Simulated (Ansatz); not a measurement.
Bicrystals of relaxed bulk Mo (Im-3m, 15.78 Å³/atom, gap on the mesh 0.00 eV): one grain is mirrored in the boundary plane and shifted (fractions of the plane's cell), where said the two species change places in it, close atoms are joined, tilt boundaries are opened by 0.15 Å, then atoms and the cell's height are relaxed. Energies are the mean of the cell's two boundaries over the bulk on a matched mesh; other shifts may lie lower.

The calculation used Ansatz 0.2.0, DFT PBE, scalar-relativistic, plane waves, PAW.

Cutoff 420 eV, Gaussian smearing of 0.10 eV, energies at zero smearing, symmetry of each start kept, no spin polarisation.

```
                                          start atoms k mesh boundary energy (mJ/m²) excess width (Å) gap on the mesh (eV)
Σ5 (210), mirror between planes, shift [0, 0.5]     20  10×6×3                     2094              0.28                     0
    Σ5 (210), mirror on a plane, shift [0.5, 0]     20  10×6×3                     2072              0.28                     0
```

Small energy differences in metals hang on the k mesh (about 10 mJ/m² or 1 to 2 meV/atom on the mesh of the relaxation).

Cost: 2 runs of about 2 core-hours in all, on Arm Neoverse V1 (shared hosts).